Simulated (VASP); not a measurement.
# PbSe (Clausthalite): relaxation of cell and atoms with LDA

Crystal: PbSe (Clausthalite).

```
CELL_PARAMETERS angstrom
0.00000 3.02290 3.02290
3.02290 0.00000 3.02290
3.02290 3.02290 0.00000
ATOMIC_POSITIONS crystal
Pb 0.00000 0.00000 0.00000
Se 0.50000 0.50000 0.50000
```

```yaml
Program: VASP 6.6.1
Task: relaxation of cell and atoms
Functional: LDA
Potentials_or_basis: VASP PAW LDA potentials, release 64 (Pb_d, Se)
Cutoff: 600 eV
k_mesh: 8 × 8 × 8
Occupations: gaussian, width 0.03 eV
Spin: no spin polarisation
Further_INCAR_settings: ALGO = Normal; EDIFF = 1e-07; IBRION = 2; EDIFFG = -0.005; NSW = 90; ISIF = 3
```

| Quantity | Value |
| --- | --- |
| Pressure after relaxing | 0.0 GPa |
| Band gap on the k mesh | 0.03 eV, direct |

Final structure:
```cif
data_structure
_symmetry_space_group_name_H-M 'P 1'
_symmetry_Int_Tables_number 1
_cell_length_a 4.2750
_cell_length_b 4.2750
_cell_length_c 4.2750
_cell_angle_alpha 60.000
_cell_angle_beta 60.000
_cell_angle_gamma 60.000
_cell_volume 55.25
loop_
_atom_site_label
_atom_site_type_symbol
_atom_site_fract_x
_atom_site_fract_y
_atom_site_fract_z
_atom_site_occupancy
Pb1 Pb 0.00000 0.00000 0.00000 1
Se1 Se 0.50000 0.50000 0.50000 1
```

Levels at points of the mesh, in eV from the valence-band top:
```
           k point  band 6  band 7  band 8  band 9  band 10  band 11  band 12  band 13  band 14
(0.00, 0.00, 0.00)  -13.97   -6.36   -2.08   -2.08    -2.08     4.65     4.65     4.65     6.36
(0.50, 0.00, 0.00)  -12.81   -9.12   -1.62   -1.62     0.00     0.03     1.49     1.49     8.43
(0.50, 0.50, 0.00)  -12.37   -7.55   -5.37   -3.52    -3.52     3.42     5.62     5.62     6.07
```

Wall time 10 s on 1 thread of Intel(R) Xeon(R) 6975P-C (Granite Rapids), on a shared host, peak memory 0.18 GiB.

Caveat: the relaxation stopped at its first step, so nothing moved; spin-orbit coupling is left out, which as a rule narrows the gap of such compounds by several tenths of an eV. A k mesh can miss the band edges.
